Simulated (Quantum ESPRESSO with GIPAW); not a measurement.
# Solid-state NMR of PNO by GIPAW

Wanted: NMR shieldings for each site of PNO.

Calculated with Quantum ESPRESSO with GIPAW 8.0dev (patched build); DFT, PBEsol, plane-wave PAW (pslibrary 1.0.0 recipes), scalar-relativistic, GIPAW; a patched development version of the program.

## (1) The starting structure

Symmetry: P3_2, No. 145, trigonal system. The conventional cell has a = 4.784 Å, b = 4.784 Å, c = 5.281 Å, α = 90.00°, β = 90.00°, γ = 120.00°. Nearest to P lie 2 N at 1.57 Å and 2 O at 1.60 to 1.62 Å. O has 2 P at 1.60 to 1.62 Å nearest. Nearest to N lie 2 P at 1.57 Å. Farther neighbours and most contacts between anions are not listed.

The cell is a computed entry of the Materials Project; it need not be the form that is stable at ambient conditions.

A relaxation of the atoms beforehand (Quantum ESPRESSO with GIPAW) moved none by more than 0.003 Å.

## (2) Ground state

The shielding is a linear response of the occupied states, which this run provides. It is converged far beyond what an energy needs, since the response uses the wavefunctions themselves. No empty states are asked for: the response is solved without them. The mesh has a spacing of 0.40 Å⁻¹ at most. The PAW files were made with ld1.x from the pslibrary 1.0.0 recipes, with GIPAW reconstruction switched on.

Input file run_scf.py:

```python
from ase import Atoms
from ase.calculators.espresso import Espresso, EspressoProfile

atoms = Atoms(
    ['P', 'P', 'P', 'O', 'O', 'O', 'N', 'N', 'N'],
    cell=[
        [4.78361156, 0.00000000, 0.00000000],
        [-2.39180578, 4.14272913, 0.00000000],
        [0.00000000, 0.00000000, 5.28120700],
    ],
    scaled_positions=[
        [0.47590263, 0.01373270, 0.66156914],
        [0.53783007, 0.52409737, 0.99490248],
        [0.98626730, 0.46216993, 0.32823581],
        [0.57365190, 0.85354082, 0.88965756],
        [0.27988891, 0.42634810, 0.22299090],
        [0.14645918, 0.72011109, 0.55632423],
        [0.73939164, 0.12746058, 0.44877263],
        [0.87253942, 0.61193106, 0.11543929],
        [0.38806894, 0.26060836, 0.78210596],
    ],
    pbc=True,
)
atoms.calc = Espresso(
    profile=EspressoProfile(command='mpirun -np 4 pw.x -nk 4', pseudo_dir='./'),
    pseudopotentials={
        'P': 'P.pbesol-n-kjpaw_psl.1.0.0-gipaw.UPF',
        'O': 'O.pbesol-n-kjpaw_psl.1.0.0-gipaw.UPF',
        'N': 'N.pbesol-n-kjpaw_psl.1.0.0-gipaw.UPF',
    },
    input_data={
        'control': {'calculation': 'scf', 'prefix': 'x', 'outdir': './tmp/'},
        'system': {'ecutwfc': 55, 'ecutrho': 340, 'nbnd': 24},
        'electrons': {'conv_thr': 1.0e-10, 'mixing_beta': 0.7, 'electron_maxstep': 100},
    },
    kpts=(4, 4, 3),
    koffset=(0, 0, 0),
)
print('energy', atoms.get_potential_energy(), 'eV')
```

ASE writes espresso.pwi from it and starts pw.x, whose log goes to espresso.pwo.

Input file espresso.pwi:

```
&CONTROL
   calculation      = 'scf'
   outdir           = './tmp/'
   prefix           = 'x'
   pseudo_dir       = './'
/
&SYSTEM
   nbnd             = 24
   ecutwfc          = 55
   ecutrho          = 340
   ntyp             = 3
   nat              = 9
   ibrav            = 0
/
&ELECTRONS
   electron_maxstep = 100
   conv_thr         = 1e-10
   mixing_beta      = 0.7
/
&IONS
/
&CELL
/
&FCP
/
&RISM
/
ATOMIC_SPECIES
P 30.973761998 P.pbesol-n-kjpaw_psl.1.0.0-gipaw.UPF
O 15.999 O.pbesol-n-kjpaw_psl.1.0.0-gipaw.UPF
N 14.007 N.pbesol-n-kjpaw_psl.1.0.0-gipaw.UPF

K_POINTS automatic
4 4 3  0 0 0

CELL_PARAMETERS angstrom
4.78361156000000 0.00000000000000 0.00000000000000
-2.39180578000000 4.14272913000000 0.00000000000000
0.00000000000000 0.00000000000000 5.28120700000000

ATOMIC_POSITIONS angstrom
P 2.2436873711 0.0568908563 3.4938835732  
P 1.3192310213 2.1711934417 5.2542859417  
P 3.6124989476 1.9146448320 1.7334812574  
O 0.7026239935 3.5359884187 4.6984657335  
O 0.3191379755 1.7662446934 1.1776611020  
O -1.0217620408 2.9832251894 2.9380634177  
N 3.2321014445 0.5280346577 2.3700611550  
N 2.7102694098 2.5350646278 0.6096587864  
N 1.2330464857 1.0796298445 4.1304634707
```

Started as:

```sh
$ python run_scf.py
```

What it wrote:

```text
Warning: card &CELL ignored
Warning: card &FCP ignored
Warning: card &RISM ignored
[...]
as large as its charge; the limit is 4.5
     Functions over the limit replaced by smooth ones with the moment of the charge, as mend_augmentation asks: 2
     This moves results (see INPUT_PW). Waves and levels in the save fit builds from 8.0dev_s219 on
     using ibrav=0 with symmetry is DISCOURAGED, use correct ibrav instead

     bravais-lattice index     =            0
     lattice parameter (alat)  =       9.0397  a.u.
     unit-cell volume          =     706.2724 (a.u.)^3
     number of atoms/cell      =            9
     number of atomic types    =            3
     number of electrons       =        48.00
     number of Kohn-Sham states=           24
     kinetic-energy cutoff     =      55.0000  Ry
     charge density cutoff     =     340.0000  Ry
     scf convergence threshold =      1.0E-10
     mixing beta               =       0.7000
     number of iterations used =            8  plain     mixing
     Exchange-correlation= SLA-PW-PSX-PSC
                           (   1   4  10   8   0   0   0)
[...]
P                 5.00    30.97376     P ( 1.00)
     O                 6.00    15.99900     O ( 1.00)
     N                 5.00    14.00700     N ( 1.00)

      3 Sym. Ops. (no inversion) found ( 2 have fractional translation)
[...]
number of k points=    10
[...]
Dense  grid:    74873 G-vectors     FFT dimensions: (  54,  54,  60)

     Smooth grid:    38975 G-vectors     FFT dimensions: (  45,  45,  48)

     Check: negative core charge=   -0.000005

     Initial potential from superposition of free atoms

     starting charge      47.9995, renormalised to      48.0000
     Starting wfcs are   36 randomized atomic wfcs

     Self-consistent Calculation

     iteration #  1     ecut=    55.00 Ry     beta= 0.70
     Davidson diagonalization with overlap
     ethr =  1.00E-02,  avg # of iterations =  2.0

     total energy              =    -368.47395854 Ry
     estimated scf accuracy    <       2.87309944 Ry

     iteration #  2     ecut=    55.00 Ry     beta= 0.70
     Davidson diagonalization with overlap
     ethr =  5.99E-03,  avg # of iterations =  3.6

     total energy              =    -369.78511303 Ry
     estimated scf accuracy    <       1.38526058 Ry

     iteration #  3     ecut=    55.00 Ry     beta= 0.70
     Davidson diagonalization with overlap
     ethr =  2.89E-03,  avg # of iterations =  3.4

     total energy              =    -370.18541510 Ry
     estimated scf accuracy    <       0.19654888 Ry

[...]
total energy              =    -370.26987251 Ry
[...]
iteration # 18     ecut=    55.00 Ry     beta= 0.70
     Davidson diagonalization with overlap
     ethr =  9.73E-13,  avg # of iterations = 11.4

     total energy              =    -370.26987251 Ry
     estimated scf accuracy    <          1.4E-10 Ry

     iteration # 19     ecut=    55.00 Ry     beta= 0.70
     Davidson diagonalization with overlap
     ethr =  2.82E-13,  avg # of iterations =  3.2

     End of self-consistent calculation
     [one-electron energies left out]

!    total energy              =    -370.26987251 Ry
     total all-electron energy =     -2826.901177 Ry
     estimated scf accuracy    <          2.4E-11 Ry

     The total energy is the sum of the following terms:
     one-electron contribution =     -67.29266264 Ry
     hartree contribution      =      61.07189315 Ry
     xc contribution           =     -53.32804810 Ry
     ewald contribution        =    -137.95075892 Ry
     one-center paw contrib.   =    -172.77029600 Ry

     convergence has been achieved in  19 iterations
[...]
JOB DONE.
```

It took 46 s on 4 MPI ranks of Arm Neoverse V1, shared host; peak memory 0.66 GiB.

It converged in 19 cycles to an estimated accuracy of 2e-11 Ry, on 10 irreducible k-points.

## (3) Shieldings

A uniform field breaks periodicity, so gipaw.x applies it as a wave of small q and takes the limit. It solves for the first-order states, builds the induced current and gets the field at each nucleus by Biot–Savart; the PAW spheres add what the smooth waves miss near the nuclei. pawproj makes the reconstruction use the PAW data sets' own projectors.

Input file nmr.in:

```
&inputgipaw
  job = 'nmr'
  prefix = 'x'
  tmp_dir = './tmp/'
  restart_mode = 'from_scratch'
  verbosity = 'low'
  q_gipaw = 0.01
  spline_ps = .true.
  conv_threshold = 1.0d-11
  use_nmr_macroscopic_shape = .false.
  pawproj(1) = .true.
  pawproj(2) = .true.
  pawproj(3) = .true.
/
```

Started as:

```sh
$ mpirun -np 4 gipaw.x -in nmr.in > nmr.out
```

What it wrote:

```text
[banner, memory and clock lines left out]
[a note of our patched build left out]

     Parallelizing q-star over 1 images

     IMPORTANT: XC functional enforced from input :
     Exchange-correlation= PBESOL
                           (   1   4  10   8   0   0   0)
     Any further DFT definition will be discarded
     Please, verify this is what you really want

     In N.pbesol-n-kjpaw_psl.1.0.0-gipaw.UPF the largest augmentation function (projectors 1 and 4, L = 1) is 9.4 times
     as large as its charge; the limit is 4.5
     Functions over the limit replaced by smooth ones with the moment of the charge, as in the saved run: 2

     Check: negative core charge=   -0.000005
[...]
WARNING: some symmetry operations do not permute x, y and z, so the susceptibility and the shape term are
     wrong: all shieldings move alike (in wurtzite BN nosym gave 13 and 6 ppm more at 3 and 6 points an axis).
     Run pw.x with nosym, and raise the mesh until the susceptibility stays

     alpha_pv=     44.3450 eV

     spline_ps is .false., expect some extrapolation errors

     q-space interpolation up to    66.00 Rydberg

     GIPAW job: nmr
     NMR macroscopic correction: no
[...]
Computing the magnetic susceptibility     isolve=0    ethr=  0.1000E-10
     Starting from scratch
     k-point #    1 of    10      pool #  1    cpu time:       1.3
[...]
End of magnetic susceptibility calculation

     f-sum rule (1st term):
           -46.7643         -0.0002          0.0000
             0.0002        -46.7643          0.0000
             0.0000          0.0000        -46.7646

     f-sum rule (2nd term):
            -1.0539          0.0002          0.0000
            -0.0002         -1.0539         -0.0000
             0.0000          0.0000         -1.0507

     f-sum rule (should be   -47.8161):
           -47.8182          0.0000          0.0000
            -0.0000        -47.8182          0.0000
             0.0000          0.0000        -47.8153

[... susceptibilities left out ...]
     Contributions to the NMR chemical shifts: -------------------------------

     Macroscopic shape contribution in ppm:                    0.00
             0.0000          0.0000          0.0000
             0.0000          0.0000          0.0000
             0.0000          0.0000          0.0000

     Core contribution in ppm:

     Atom  1  P   pos: (  0.469036  0.011893  0.730386)  core sigma:         907.87
     Atom  2  P   pos: (  0.275781  0.453882  1.098393)  core sigma:         907.87
     Atom  3  P   pos: (  0.755182  0.400251  0.362379)  core sigma:         907.87
     Atom  4  O   pos: (  0.146881  0.739188  0.982201)  core sigma:         270.50
     Atom  5  O   pos: (  0.066715  0.369228  0.246187)  core sigma:         270.50
     Atom  6  O   pos: ( -0.213596  0.623634  0.614194)  core sigma:         270.50
     Atom  7  N   pos: (  0.675661  0.110384  0.495454)  core sigma:         235.22
     Atom  8  N   pos: (  0.566574  0.529948  0.127447)  core sigma:         235.22
     Atom  9  N   pos: (  0.257765  0.225693  0.863461)  core sigma:         235.22

     Bare contribution in ppm:

     Atom  1  P   pos: (  0.469036  0.011893  0.730386)  bare sigma:         -40.01
[...]
Atom  2  P   pos: (  0.275781  0.453882  1.098393)  bare sigma:         -40.01
[...]
Atom  3  P   pos: (  0.755182  0.400251  0.362379)  bare sigma:         -40.01
[...]
Atom  4  O   pos: (  0.146881  0.739188  0.982201)  bare sigma:          28.37
[...]
Atom  5  O   pos: (  0.066715  0.369228  0.246187)  bare sigma:          28.37
[...]
Atom  6  O   pos: ( -0.213596  0.623634  0.614194)  bare sigma:          28.37
[...]
Atom  7  N   pos: (  0.675661  0.110384  0.495454)  bare sigma:           8.10
[...]
Atom  8  N   pos: (  0.566574  0.529948  0.127447)  bare sigma:           8.10
[...]
Atom  9  N   pos: (  0.257765  0.225693  0.863461)  bare sigma:           8.10
[...]
Diamagnetic contribution in ppm:

     Atom  1  P   pos: (  0.469036  0.011893  0.730386)  dia sigma:          -2.04
[...]
Atom  2  P   pos: (  0.275781  0.453882  1.098393)  dia sigma:          -2.04
[...]
Atom  3  P   pos: (  0.755182  0.400251  0.362379)  dia sigma:          -2.04
[...]
Atom  4  O   pos: (  0.146881  0.739188  0.982201)  dia sigma:          18.35
[...]
Atom  5  O   pos: (  0.066715  0.369228  0.246187)  dia sigma:          18.35
[...]
Atom  6  O   pos: ( -0.213596  0.623634  0.614194)  dia sigma:          18.35
[...]
Atom  7  N   pos: (  0.675661  0.110384  0.495454)  dia sigma:           7.21
[...]
Atom  8  N   pos: (  0.566574  0.529948  0.127447)  dia sigma:           7.21
[...]
Atom  9  N   pos: (  0.257765  0.225693  0.863461)  dia sigma:           7.21
[...]
Paramagnetic contribution in ppm:

     Atom  1  P   pos: (  0.469036  0.011893  0.730386)  para sigma:        -573.32
[...]
Atom  2  P   pos: (  0.275781  0.453882  1.098393)  para sigma:        -573.32
[...]
Atom  3  P   pos: (  0.755182  0.400251  0.362379)  para sigma:        -573.32
[...]
Atom  4  O   pos: (  0.146881  0.739188  0.982201)  para sigma:          -1.55
[...]
Atom  5  O   pos: (  0.066715  0.369228  0.246187)  para sigma:          -1.55
[...]
Atom  6  O   pos: ( -0.213596  0.623634  0.614194)  para sigma:          -1.55
[...]
Atom  7  N   pos: (  0.675661  0.110384  0.495454)  para sigma:         -78.34
[...]
Atom  8  N   pos: (  0.566574  0.529948  0.127447)  para sigma:         -78.34
[...]
Atom  9  N   pos: (  0.257765  0.225693  0.863461)  para sigma:         -78.34
[...]
Paramagnetic US occ-occ contribution in ppm:

     Atom  1  P   pos: (  0.469036  0.011893  0.730386)  para_oo sigma:          -5.02
[...]
Atom  2  P   pos: (  0.275781  0.453882  1.098393)  para_oo sigma:          -5.02
[...]
Atom  3  P   pos: (  0.755182  0.400251  0.362379)  para_oo sigma:          -5.02
[...]
Atom  4  O   pos: (  0.146881  0.739188  0.982201)  para_oo sigma:          -3.46
[...]
Atom  5  O   pos: (  0.066715  0.369228  0.246187)  para_oo sigma:          -3.46
[...]
Atom  6  O   pos: ( -0.213596  0.623634  0.614194)  para_oo sigma:          -3.46
[...]
Atom  7  N   pos: (  0.675661  0.110384  0.495454)  para_oo sigma:          -3.16
[...]
Atom  8  N   pos: (  0.566574  0.529948  0.127447)  para_oo sigma:          -3.16
[...]
Atom  9  N   pos: (  0.257765  0.225693  0.863461)  para_oo sigma:          -3.16
[...]
Paramagnetic US L_R Q_R contribution in ppm:

     Atom  1  P   pos: (  0.469036  0.011893  0.730386)  para_lq sigma:          36.63
[...]
Atom  2  P   pos: (  0.275781  0.453882  1.098393)  para_lq sigma:          36.63
[...]
Atom  3  P   pos: (  0.755182  0.400251  0.362379)  para_lq sigma:          36.63
[...]
Atom  4  O   pos: (  0.146881  0.739188  0.982201)  para_lq sigma:        -204.32
[...]
Atom  5  O   pos: (  0.066715  0.369228  0.246187)  para_lq sigma:        -204.32
[...]
Atom  6  O   pos: ( -0.213596  0.623634  0.614194)  para_lq sigma:        -204.32
[...]
Atom  7  N   pos: (  0.675661  0.110384  0.495454)  para_lq sigma:         -51.12
[...]
Atom  8  N   pos: (  0.566574  0.529948  0.127447)  para_lq sigma:         -51.12
[...]
Atom  9  N   pos: (  0.257765  0.225693  0.863461)  para_lq sigma:         -51.12
[...]
Total NMR chemical shifts in ppm: ---------------------------------------
     (adopting the Simpson convention for anisotropy and asymmetry)-----------

     Atom  1  P   pos: (  0.469036  0.011893  0.730386)  Total sigma:         324.11
           350.1465         -5.6148        -59.6139
           -11.2257        288.2130        -16.8653
           -83.7522         44.8637        333.9632

     P       1    anisotropy:    137.99    eta:    0.2064
[...]
Atom  2  P   pos: (  0.275781  0.453882  1.098393)  Total sigma:         324.11
[... its tensor is left out ...]
     Atom  3  P   pos: (  0.755182  0.400251  0.362379)  Total sigma:         324.11
[... its tensor is left out ...]
     Atom  4  O   pos: (  0.146881  0.739188  0.982201)  Total sigma:         107.88
            92.7535        -35.4954         20.7341
           -28.8295        124.1356        -33.8316
            21.0809        -28.5755        106.7644

     O       4    anisotropy:     89.36    eta:    0.1859
[...]
Atom  5  O   pos: (  0.066715  0.369228  0.246187)  Total sigma:         107.88
[... its tensor is left out ...]
     Atom  6  O   pos: ( -0.213596  0.623634  0.614194)  Total sigma:         107.88
[... its tensor is left out ...]
     Atom  7  N   pos: (  0.675661  0.110384  0.495454)  Total sigma:         117.91
           111.3252          4.2524         -5.0391
            -1.2369        110.6693         -6.4702
            -9.3247        -11.5403        131.7381

     N       7    anisotropy:     28.80    eta:    0.1476
[...]
Atom  8  N   pos: (  0.566574  0.529948  0.127447)  Total sigma:         117.91
[... its tensor is left out ...]
     Atom  9  N   pos: (  0.257765  0.225693  0.863461)  Total sigma:         117.91
[... its tensor is left out ...]
```

The job ended after 3.9 min (4 MPI ranks; peak memory 0.43 GiB; 16 min of CPU time).

The f-sum rule is met to 0.0021 of 47.8 (0.004 %). Converged shieldings require that this miss be small, but a small miss does not prove them. gipaw.x warns that with these symmetry operations the susceptibility and the shape term are unreliable; the other terms are not touched. This build smooths some augmentation functions of the files as it reads them, which, it says, moves results; by how much was not measured here.

From the symmetric part of each tensor, with principal values σ11 ≤ σ22 ≤ σ33: σ_iso is their mean, the span is σ33 − σ11 and the skew 3(σ_iso − σ22)/span. (gipaw.x prints an anisotropy in another convention.)

| site | atom no. | atoms in cell | σ_iso (ppm) | span (ppm) | skew |
| --- | --- | --- | --- | --- | --- |
| P | 1 | 3 | 324.1 | 147.5 | 0.74 |
| O | 4 | 3 | 107.9 | 94.9 | 0.77 |
| N | 7 | 3 | 117.9 | 30.2 | 0.81 |

The macroscopic shape term is switched off. For a spherical sample the valence susceptibility of this run would add about 8 ppm to every site, a rough estimate, since the susceptibility converges slowly and lacks part of the PAW terms, above all in hexagonal and trigonal cells. Differences within the crystal don't depend on it, but shieldings of different compounds can't be compared to better than a few ppm without it.

In this run the largest span is that of P (site symmetry 1), with principal values 268.6, 287.6 and 416.1 ppm.

How the isotropic values are made up (ppm). The core part is that of the free atom's core; bare is the current of the smooth valence states; the last two are what the PAW spheres add to the diamagnetic and the paramagnetic current:

| site | core | bare | reconstruction, dia | reconstruction, para |
| --- | --- | --- | --- | --- |
| P | 907.9 | -40.0 | -2.0 | -541.7 |
| O | 270.5 | 28.4 | 18.3 | -209.3 |
| N | 235.2 | 8.1 | 7.2 | -132.6 |

17O also has a quadrupolar coupling here. It is not given: on PAW files the efg job of this gipaw.x leaves out the augmentation charge of neighbouring atoms and can miss by tens of per cent.

## (4) From shieldings to shifts

Covalently bonded atoms count as neighbours within 1.18 times the sum of their radii. Otherwise a cation's neighbours lie within 1.2 times its shortest bond (1.3 for large cations, each anion's radius taken off where they differ), and an anion's are the cations that count it.

| site | atom no. | atoms in cell | surroundings | bonds (Å) | σ_iso (ppm) |
| --- | --- | --- | --- | --- | --- |
| P | 1 | 3 | PO2N2 | 1.57 to 1.62 | 324.1 |
| O | 4 | 3 | bridging P-O-P, 144° | 1.60 to 1.62 | 107.9 |
| N | 7 | 3 | bound to P2 | 1.571 | 117.9 |

Simulated spectrum: 31P MAS at 15 kHz, 14.1 T (243.2 MHz), lines broadened by 1.2 ppm; the axis counts ppm from the isotropic position of P, as −Δσ; rigid lattice, with dipolar and J couplings left out. Its lines over 1.5 % of the strongest:

| offset (ppm) | area |
| --- | --- |
| 61.7 | 0.20 |
| 0.0 | 1.00 |
| -61.7 | 0.13 |
| -123.3 | 0.05 |

Spinning sidebands lie 61.7 ppm apart.

## (5) What the settings change

Each row names what was changed: another mesh tests the sampling of the zone; non-relativistic files show the scalar-relativistic share.

Changes of σ_iso (ppm) against the run above (PBEsol, cutoffs 55 and 340 Ry, mesh 4×4×3, 19 min). Times are CPU times of pw.x and gipaw.x together, on 4 MPI ranks of Arm Neoverse V1, shared host; on a shared host they are rough.

| run | CPU time | f-sum miss | P | O | N |
| --- | --- | --- | --- | --- | --- |
| mesh 5×5×4 | 34 min | 0.0026 | -0.2 | +0.2 | +0.3 |
| non-relativistic files | 19 min | 0.0021 | +1.6 | +2.0 | +1.3 |

The largest move is +2.0 ppm, on O, from non-relativistic files.

## (6) What came out

* 31P shielding without shape term: 324.1 ppm
* 17O shielding without shape term: 107.9 ppm
* 15N shielding without shape term: 117.9 ppm

31P has one site (PO2N2), with isotropic shielding 324.1 ppm (shape term left out). A shift needs a reference, δ = σ_ref − σ, fixed on measured compounds; for 31P of this kind at this level too few were at hand, or they scattered too widely about a line, so none is given. Going to mesh 5×5×4 changes no isotropic shielding by more than 0.33 ppm, so the main run is converged in that respect. A higher cutoff was not carried through on these files. This build of gipaw.x prints that it is not audited and that its numbers are no references by themselves. It also reports spline_ps as false although the input sets it; why was not traced.

[Banner, clock, file and message-heading lines were taken out of the pw.x and gipaw.x logs.]

[Logs are printed without paths, hosts, clocks, repeated set-up lines and the standing remarks that a program may print on its own settings, such as how far it seeks lower states.]

[Hosts, paths, dates, database ids (printed as entryN), source tags and the programs' standing remarks are cut or masked in the printed files.]

[Where no reference line passes its bar on scatter, no shift is given, so a measured shift of this compound may stand uncompared.]
